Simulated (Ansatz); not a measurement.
MgO (rocksalt), relaxed with r2SCAN in Ansatz. The symmetry is Fm-3m (No. 225, cubic); conventional cell a = 4.204 Å, 9.29 Å³ an atom. Mg has 6 O at 2.10 Å; O has 6 Mg at 2.10 Å.

The axes x, y and z are those of this cell:
```yaml
crystal:
  lattice:
    - [0.00000, 2.10217, 2.10217]
    - [2.10217, 0.00000, 2.10217]
    - [2.10217, 2.10217, 0.00000]
  atoms:
    - { symbol: Mg, position: [0.00000, 0.00000, 0.00000] }
    - { symbol: O, position: [0.50000, 0.50000, 0.50000] }
```

Unstrained: The PBE gap is direct at Γ: 4.797 eV. The r2SCAN gap is direct at Γ: 5.685 eV. The HSE06 gap is direct at Γ: 6.541 eV. Meshes: PBE 10×10×10, r2SCAN 10×10×10, HSE06 8×8×8. Strains are changes of length per length. After each strain the atoms were relaxed again with r2SCAN within the symmetry that the strain leaves, so tilts or polar shifts that break it weren't tested; points keep the names that they have in the unstrained zone. The values are computed, spin-unpolarised, and not measurements.

**Question.** Apply biaxial +5.85 % in x and y, z held. How far does the gap move, against the unstrained cell?

**Answer.** PBE: the gap goes from 4.797 to 3.707 eV (-1.090 eV); with r2SCAN the top three valence levels at Γ, degenerate before, become 2+1 from the top over 153 meV. r2SCAN: the gap goes from 5.685 to 4.546 eV (-1.139 eV). HSE06: the gap goes from 6.541 to 5.330 eV (-1.211 eV). The r2SCAN energy rises by 65.4 meV an atom.

**Question.** One strain changed the r2SCAN stress by xx -19.99, yy -19.99, zz -19.99 GPa (compression positive) and the gap by -1.486 eV (PBE), -1.552 eV (r2SCAN), -1.644 eV (HSE06). Which kind of strain was it, and roughly how large?

**Answer.** Isotropic +5.8 % on every length. The pattern of the stress gives the kind; the size needs the stiffness, so it is an estimate.

**Question.** One strain changed the r2SCAN stress by xx +4.38, yy +4.38, zz +4.38, xy +2.57, xz +2.57, yz +2.57 GPa (compression positive) and the gap by +0.114 eV (PBE), +0.121 eV (r2SCAN), +0.139 eV (HSE06). Which kind of strain was it, and roughly how large?

**Answer.** Uniaxial -2.46 % along [111], other directions held. The pattern of the stress gives the kind; the size needs the stiffness, so it is an estimate.

The meshes of the hybrids are coarse, so their gaps aren't converged to the digits shown.

The splittings at Γ are without spin-orbit coupling, which regroups them where it is of like size or larger.
